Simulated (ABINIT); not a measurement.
Co:

```
Co
1.0
     2.47200    0.00000    0.00000
    -1.23600    2.14081    0.00000
     0.00000    0.00000    4.02114
Co
2
Direct
  0.66667 0.33333 0.75000
  0.33333 0.66667 0.25000
```

Base run:

- Program: ABINIT 10.8.3 (patched build)
- Functional: LDA
- Potentials or basis: PseudoDojo NC SR LDA v0.4.1 standard
- Cutoff: 1252 eV
- k mesh: 9 × 9 × 5
- Occupations: fermi-dirac, width 0.05 eV
- Spin: collinear spin, ferromagnetic start
- Starting moments: [2.0, 2.0] μB

Its results: pressure -15.7 GPa; net moment 3.03 μB per cell; site moments Co +1.57 μB.

**Question.** The run is repeated on the same cell with these changes: k mesh from 9 × 9 × 5 to 20 × 20 × 12, shifted; occupations from fermi-dirac, width 0.05 eV to fermi-dirac, width 0.2 eV. What comes out?

**Answer.** Pressure -15.6 GPa; net moment 2.79 μB per cell; site moments Co +1.44 μB.

Caveats: so large a pressure means that the cell lies far from this level's equilibrium, or that cutoff or potentials fall short.
